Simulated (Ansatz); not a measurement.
# What a zero-field muon signal says of the site in CdF2

Positive muons stop in CdF2. The zero-field polarisation below is simulated for a site relaxed by PBE, from the dipoles of the nearest spin-1/2 nuclei alone.

Zero field, powder, muon with the nuclei of the cluster table alone, static positions. Table of muon polarisation, P(t) by time:

time (μs), muon polarisation, P(t) and a bar from the least value:
```
      0.0       1.00 ##############################
      0.5       0.54 ##############
      1.0       0.16 #
      1.5       0.55 ##############
      2.0       0.68 ###################
      2.5       0.35 #######
      3.0       0.41 ##########
      3.5       0.52 #############
      4.0       0.25 ####
      4.5       0.42 ##########
      5.0       0.90 ##########################
      5.5       0.60 ################
      6.0       0.14 
      6.5       0.56 ###############
      7.0       0.91 ###########################
      7.5       0.46 ###########
      8.0       0.23 ###
      8.5       0.51 #############
      9.0       0.44 ##########
      9.5       0.34 #######
     10.0       0.65 ##################
     10.5       0.58 ###############
     11.0       0.16 #
     11.5       0.49 ############
     12.0       1.00 ##############################
     12.5       0.58 ###############
     13.0       0.15 #
     13.5       0.53 ##############
     14.0       0.70 ####################
     14.5       0.37 ########
     15.0       0.39 #########
```

**Question.** Which nuclei are coupled to the muon, and how far away are they?

The cluster is ¹⁹F at 1.14 Å and ¹⁹F at 1.14 Å. The muon's nearest atoms: F 1.14 Å, F 1.14 Å, Cd 2.17 Å, Cd 2.17 Å. Other geometries may fit nearly as well.

[Logs are printed without paths, hosts, clocks, repeated set-up lines and the standing remarks that a program may print on its own settings, such as how far it seeks lower states.]

[Hosts, paths, dates, database ids (printed as entryN), source tags and the programs' standing remarks are cut or masked in the printed files.]
